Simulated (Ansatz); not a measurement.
Computed with Ansatz, DFT PBEsol, scalar-relativistic, plane waves, PAW.

Structure of S:

```
S
1.0
     5.20949    3.00770    1.45923
    -5.20949    3.00770    1.45923
     0.00000   -6.01540    1.45923
S
6
Cartesian
  1.2538 1.3878 1.7390
  -1.8288 0.3919 1.7390
  0.5750 -1.7797 1.7390
  -1.2538 -1.3878 2.6387
  1.8288 -0.3919 2.6387
  -0.5750 1.7797 2.6387
```

Plane waves to 420 eV, a k mesh through Γ of 6×6×6 on the computed 6-atom cell and Gaussian smearing (0.02 eV); no spin polarisation.

Levels along Γ–L–T–P0 | P2–Γ–F, in eV from a zero inside the gap, sorted by energy at each point. Points in fractions of the primitive reciprocal vectors: Γ (0.000 0.000 0.000), L (0.500 0.000 0.000), T (0.500 -0.500 0.500), P0 (0.206 -0.794 0.206), P2 (0.206 0.206 0.206), F (0.500 -0.500 0.000).
```
point k (1/Å, with 2π) band 15  band 16  band 17  band 18  band 19  band 20  band 21
    Γ             0.000    -1.91    -1.91    -1.70    -1.70     1.42     1.42     2.40
    -             0.399    -2.02    -1.63    -1.51    -1.47     1.38     1.45     2.04
    L             0.798    -2.27    -1.99    -1.46    -1.12     1.45     1.85     2.02
    -             1.099    -2.33    -2.10    -1.90    -1.02     1.19     1.33     2.26
    T             1.401    -2.51    -2.17    -2.17    -1.01     1.10     1.10     1.76
    -             2.034    -2.44    -2.11    -1.92    -1.92     1.52     1.52     2.29
   P0             2.667    -2.37    -1.75    -1.75    -1.19     1.39     1.86     1.86
   P2             2.667    -2.37    -1.75    -1.75    -1.19     1.39     1.86     1.86
    -             3.110    -2.21    -1.42    -1.42    -1.33     1.45     1.45     1.71
    Γ             3.554    -1.91    -1.91    -1.70    -1.70     1.42     1.42     2.40
    -             3.855    -2.16    -1.95    -1.74    -1.62     1.12     1.40     2.07
    F             4.157    -2.33    -2.19    -1.96    -1.46     1.18     1.67     2.20
```

The cell holds molecules, and where no dispersion correction was added their binding is poorly described.

This form isn't the element's structure at ambient conditions.

Cost: 1 run of about 1.5 core-minutes, on Arm Neoverse V1 (shared hosts).